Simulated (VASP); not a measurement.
# Ga3Sb (P4/mmm) in VASP: relaxation of cell and atoms with PBE

Aim: the relaxation of cell and atoms of Ga3Sb with PBE.

Everything below comes from runs of VASP 6.6.1. Logs are shortened: lines on timing, memory, paths and dates and some standing lists are left out, and cuts for length are marked.

**1. The structure**

The structure is tetragonal, space group P4/mmm (No. 123). Conventional cell: a = 3.915 Å, b = 3.915 Å, c = 5.952 Å, α = 90.00°, β = 90.00°, γ = 90.00°. Ga (site symmetry mmm) is surrounded by 2 Ga at 1.96 Å. Around Ga (site symmetry 4/mmm) lie 4 Ga at 1.96 Å. Sb (site symmetry 4/mmm) has 2 Ga at 2.98 Å as nearest neighbours.

The cell was built by a generator and needn't be a form met in nature.

**2. Relaxation of cell and atoms, PBE**

The input, INCAR:

```
SYSTEM = Ga3Sb
ALGO = Fast ; EDIFF = 1E-4
EDIFFG = -0.08 ; ENCUT = 520
GGA = PE ; IBRION = 2
ISIF = 3 ; ISMEAR = 0
LASPH = .TRUE. ; LCHARG = .FALSE.
LREAL = .FALSE. ; LWAVE = .FALSE.
NELM = 60 ; NSW = 24
PREC = Normal ; SIGMA = 0.15
```

The input, KPOINTS:

```
k-points
0
G
  5 5 4
  0 0 0
```

The input, POSCAR:

```
Ga3Sb
1.0
    3.9150470000      0.0000000000      0.0000000000
    0.0000000000      3.9150470000      0.0000000000
    0.0000000000      0.0000000000      5.9518082600
Ga Sb
3 1
Direct
    0.5000000000      0.0000000000      0.5000000000
    0.0000000000      0.5000000000      0.5000000000
    0.0000000000      0.0000000000      0.5000000000
    0.0000000000      0.0000000000      0.0000000000
```

Potentials or basis: VASP PAW PBE potentials, release 64 (Ga_d, Sb).

Run with:

```
> cat potpaw_PBE.64/Ga_d/POTCAR potpaw_PBE.64/Sb/POTCAR > POTCAR
> mpirun -np 1 vasp_std > vasp.out
```

OUTCAR:

```text
SYSTEM = Ga3Sb
   EDIFF = 1E-4
   EDIFFG = -0.08
   ENCUT = 520
   GGA = PE
   IBRION = 2
   ISIF = 3
   ISMEAR = 0
   LASPH = .TRUE.
   LREAL = .FALSE.
   NELM = 60
   NSW = 24
   PREC = Normal

 ion  position               nearest neighbor table
   1  0.500  0.000  0.500-   3 1.96   3 1.96   2 2.77   2 2.77   2 2.77   2 2.77
   2  0.000  0.500  0.500-   3 1.96   3 1.96   1 2.77   1 2.77   1 2.77   1 2.77
   3  0.000  0.000  0.500-   1 1.96   2 1.96   2 1.96   1 1.96   4 2.98   4 2.98
   4  0.000  0.000  0.000-   3 2.98   3 2.98

  LATTYP: Found a simple tetragonal cell.
 ALAT       =     3.9150470000
 C/A-ratio  =     1.5202392870

  Lattice vectors:

 A1 = (   3.9150470000,   0.0000000000,   0.0000000000)
 A2 = (   0.0000000000,   3.9150470000,   0.0000000000)
 A3 = (   0.0000000000,   0.0000000000,   5.9518082600)

Analysis of symmetry for initial positions (statically):
=====================================================================
 Subroutine PRICEL returns:
 Original cell was already a primitive cell.

 Routine SETGRP: Setting up the symmetry group for a
 simple tetragonal supercell.

 Subroutine GETGRP returns: Found 16 space group operations
 (whereof 16 operations were pure point group operations)
 out of a pool of 16 trial point group operations.

The static configuration has the point symmetry D_4h.

Analysis of symmetry for dynamics (positions and initial velocities):
=====================================================================
 Subroutine PRICEL returns:
 Original cell was already a primitive cell.

 Routine SETGRP: Setting up the symmetry group for a
 simple tetragonal supercell.

 Subroutine GETGRP returns: Found 16 space group operations
 (whereof 16 operations were pure point group operations)
 out of a pool of 16 trial point group operations.

The dynamic configuration has the point symmetry D_4h.

 Subroutine INISYM returns: Found 16 space group operations
 (whereof 16 operations are pure point group operations),
 and found     1 'primitive' translations

----------------------------------------------------------------------------------------

                                     Primitive cell

  volume of cell :      91.2269

  direct lattice vectors                    reciprocal lattice vectors
     3.915047000  0.000000000  0.000000000     0.255424775  0.000000000  0.000000000
     0.000000000  3.915047000  0.000000000     0.000000000  0.255424775  0.000000000
     0.000000000  0.000000000  5.951808260     0.000000000  0.000000000  0.168016165

  length of vectors
     3.915047000  3.915047000  5.951808260     0.255424775  0.255424775  0.168016165

  position of ions in fractional coordinates (direct lattice)
     0.500000000  0.000000000  0.500000000
     0.000000000  0.500000000  0.500000000
     0.000000000  0.000000000  0.500000000
     0.000000000  0.000000000  0.000000000
[... 77 lines left out ...]
   NFREE  =      1    steps in history (QN), initial steepest desc. (CG)
   ISIF   =      3    stress and relaxation
   ISYM   =      2    0-nonsym 1-usesym 2-fastsym
   POTIM  = 0.5000    time-step for ionic-motion
   TEBEG  =    0.0;   TEEND  =   0.0 temperature during run
   PSTRESS=    0.0 pullay stress
   NELECT =      44.0000    total number of electrons
   NUPDOWN=      -1.0000    fix difference up-down
   EMIN   =  10.00;   EMAX   =-10.00  energy-range for DOS
   EFERMI =   0.00;   METHOD = LEGACY
   ISMEAR =     0;   SIGMA  =   0.15  broadening in eV -4-tet -1-fermi 0-gaus
   EFERMI_NEDOS =   21; number of points for ismear=-14 and -15
   IALGO  =     68    algorithm
   IMIX   =      4    mixing-type and parameters
     AMIX     =   0.40;   BMIX     =  1.00
     AMIX_MAG =   1.60;   BMIX_MAG =  1.00
  volume/ion in A,a.u.               =      22.81       153.91
  Fermi-wavevector in a.u.,A,eV,Ry     =   1.283861  2.426146 22.426479  1.648300
  Thomas-Fermi vector in A             =   2.416089
   LORBIT       =      0    0 simple, 1 ext, 2 COOP (PROOUT), +10 PAW based schemes
   GGA     = PE    functional components
   LHFCALC =     F    Hartree Fock is set to
   AEXX    =    0.0000 exact exchange contribution
   IVDW    =     0    specifies the selected vdW correction
   LEPSILON=     F    determine dielectric tensor
   LRPA    =     F    only Hartree local field effects (RPA)
 conjugate gradient relaxation of ions
 non-spin polarized calculation
 RMM-DIIS sequential band-by-band and
 Gauss-broadening in eV      SIGMA  =   0.15
  energy-cutoff  :      520.00
  volume of cell :       91.23
 maximum number of plane-waves:      2476
   NGX = 15   NGY = 15   NGZ = 23

--------------------------------------- Ionic step        1  -------------------------------------------

 number of electron      43.9999838 magnetization

 Free energy of the ion-electron system (eV)
  ---------------------------------------------------
  ext. energy  EPLUGINS =         0.00000000
  ---------------------------------------------------
  free energy    TOTEN  =        -4.37192511 eV

  energy without entropy =       -4.33361978  energy(sigma->0) =       -4.35277244

 E-fermi :   5.4506     XC(G=0):  -9.8748

 val. band max:        5.4493556294   @ k =   0.4000   0.2000   0.2500
 cond. band min:       5.4550968220   @ k =   0.2000   0.0000   0.0000
 fundamental gap:      0.0057411926
 Fermi energy:         5.4505780307

 k-point     1 :       0.0000    0.0000    0.0000
  band No.  band energies     occupation
      1     -13.2948      2.00000
      2     -12.8147      2.00000
      3     -12.5238      2.00000
      4     -11.9593      2.00000
      5     -11.9593      2.00000
      6     -10.6449      2.00000
[... 618 lines left out ...]
  FREE ENERGIE OF THE ION-ELECTRON SYSTEM (eV)
  ---------------------------------------------------
  free  energy   TOTEN  =       -10.3297384210 eV

  energy  without entropy=      -10.2837847748  energy(sigma->0) =      -10.30676160

[... ionic steps 4 to 10 ...]

--------------------------------------- Ionic step       11  -------------------------------------------

 number of electron      43.9999386 magnetization

------------------------ aborting loop because EDIFF is reached ----------------------------------------
[... 71 lines left out ...]
--------------------------------------- Ionic step       13  -------------------------------------------

 number of electron      43.9999395 magnetization

 Free energy of the ion-electron system (eV)
  ---------------------------------------------------
  ext. energy  EPLUGINS =         0.00000000
  ---------------------------------------------------
  free energy    TOTEN  =       -10.57173196 eV

  energy without entropy =      -10.52080851  energy(sigma->0) =      -10.54627023

 E-fermi :   2.0210     XC(G=0):  -7.9198

 val. band max:        1.9838049641   @ k =   0.4000   0.0000   0.5000
 cond. band min:       2.0441217799   @ k =   0.4000   0.4000   0.0000
 fundamental gap:      0.0603168158
 Fermi energy:         2.0209832710

 k-point     1 :       0.0000    0.0000    0.0000
  band No.  band energies     occupation
      1     -13.4421      2.00000
      2     -13.3235      2.00000
      3     -13.2528      2.00000
      4     -13.1585      2.00000
      5     -13.1585      2.00000
      6     -13.1188      2.00000
[... 542 lines left out ...]
  FREE ENERGIE OF THE ION-ELECTRON SYSTEM (eV)
  ---------------------------------------------------
  free  energy   TOTEN  =       -10.5717319578 eV

  energy  without entropy=      -10.5208085121  energy(sigma->0) =      -10.54627023

 reached required accuracy - stopping structural energy minimisation
```

OSZICAR:

```text
N       E                     dE             d eps       ncg     rms          rms(c)
DAV:   1     0.310548255453E+03    0.31055E+03   -0.22143E+04   936   0.272E+03
DAV:   2     0.283999101953E+02   -0.28215E+03   -0.27797E+03  1032   0.530E+02
DAV:   3    -0.386980820153E+01   -0.32270E+02   -0.31844E+02  1054   0.159E+02
DAV:   4    -0.502280409752E+01   -0.11530E+01   -0.11425E+01  1146   0.301E+01
[... 113 lines left out ...]
RMM:   2    -0.105892713244E+02    0.63075E-01   -0.15516E-01  1102   0.448E+00    0.748E-01
RMM:   3    -0.105770662689E+02    0.12205E-01   -0.22915E-02  1009   0.159E+00    0.396E-01
RMM:   4    -0.105721415937E+02    0.49247E-02   -0.70568E-03  1073   0.679E-01    0.999E-02
RMM:   5    -0.105717126758E+02    0.42892E-03   -0.17867E-03  1042   0.396E-01    0.210E-02
RMM:   6    -0.105717319578E+02   -0.19282E-04   -0.33959E-04   630   0.193E-01
  13 F= -.10571732E+02 E0= -.10546270E+02  d E =-.619053E-02
```

Run time: 1.9 min. Hardware: 1 thread of AMD EPYC 9R45 (Zen 5), shared host; peak memory 0.15 GiB.

What came out:

| Quantity | Value |
| --- | --- |
| Free energy | -10.5717 eV |
| Relaxed volume | 35.59 Å³/atom |
| Relaxed cell | a = 5.104 Å, b = 5.104 Å, c = 5.464 Å, α = 90.00°, β = 90.00°, γ = 90.00° |
| Space group after relaxing (to 0.05 Å) | P4/mmm (No. 123) |
| Energy gained by relaxing | 1550.0 meV/atom |
| Ionic steps | 13 |
| Pressure after relaxing | 0.1 GPa |
| Band gap on the k mesh | none (metal or under the smearing width) |

Stress tensor (GPa, compression positive):
```
 0.22  0.00  0.00
 0.00  0.22  0.00
 0.00  0.00 -0.07
```

Step by step:
```
step  energy change (eV)  largest force (eV/Å)  pressure (GPa)  volume (Å³)
   1              0.0000                0.0000           37.33        91.23
   2             -5.8576                0.0000           -2.91       174.45
   3             -5.9578                0.0000           -0.56       140.83
   4             -5.9943                0.0000           -1.91       153.91
   5             -5.9971                0.0000           -1.73       151.43
   6             -5.9972                0.0000           -1.61       150.08
   7             -6.1712                0.0000           -0.27       143.12
   8             -6.1915                0.0000            0.56       140.95
   9             -6.1928                0.0000            0.40       140.61
  10             -6.1941                0.0000            0.77       139.94
  11             -6.1936                0.0000           -0.02       140.32
  12             -6.1955                0.0000            0.03       140.83
  13             -6.1998                0.0000            0.13       142.35
```

Final structure:
```cif
data_structure
_symmetry_space_group_name_H-M 'P 1'
_symmetry_Int_Tables_number 1
_cell_length_a 5.1039
_cell_length_b 5.1039
_cell_length_c 5.4644
_cell_angle_alpha 90.000
_cell_angle_beta 90.000
_cell_angle_gamma 90.000
_cell_volume 142.35
loop_
_atom_site_label
_atom_site_type_symbol
_atom_site_fract_x
_atom_site_fract_y
_atom_site_fract_z
_atom_site_occupancy
Ga1 Ga 0.50000 0.00000 0.50000 1
Ga2 Ga 0.00000 0.50000 0.50000 1
Ga3 Ga 0.00000 0.00000 0.50000 1
Sb1 Sb 0.00000 0.00000 0.00000 1
```

Caveat: the volume moved by over 15 % at a fixed basis, so the end points are rough; the relaxation stopped at a loose force limit of 0.08 eV/Å, so its end isn't a converged minimum. The run has no spin-orbit coupling, so splittings on Sb are missing.
